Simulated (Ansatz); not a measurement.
# Kick test of a cell of HfO2

The structure comes from a generated guess, relaxed at this level; another structure or a mixture of phases may lie lower.

Computed with DFT PBE, scalar-relativistic, plane waves, PAW in Ansatz 0.2.0. Settings: cutoff 420 eV, Γ-centred mesh 8×8×8 on the computed 6-atom cell, Gaussian smearing of 0.02 eV; no spin polarisation.

The cell below (6 atoms, space group I4_1/amd (No. 141)) is relaxed within its symmetry.

```
CELL_PARAMETERS angstrom
-2.00929 2.00929 5.32271
2.00929 -2.00929 5.32271
2.00929 2.00929 -5.32271
ATOMIC_POSITIONS crystal
Hf 0.00000 0.00000 0.00000
Hf 0.75000 0.25000 0.50000
O 0.79829 0.79829 0.00000
O 0.95171 0.45171 0.50000
O 0.54829 0.04829 0.50000
O 0.20171 0.20171 0.00000
```

For the test a repeat of it with 12 atoms (edges 4.02, 6.03, 8.04 Å) was strained at random (σ = 1.5 % a component), the atoms were moved at random (σ = 0.15 Å), and all was relaxed again on a coarse 4×4×2 mesh (in the run’s order of axes) with 0.10 eV smearing, with no symmetry imposed.

These runs have no spin–orbit coupling, which can matter for Hf.

Question: Does it come back?

Answer: It returns, within 1 meV/atom of the unmoved cell on that mesh and with the same symmetry when read at 0.1 Å. So it is stable against the distortions that fit this cell and that this random move excites. Modes that don't fit the cell aren't tested.
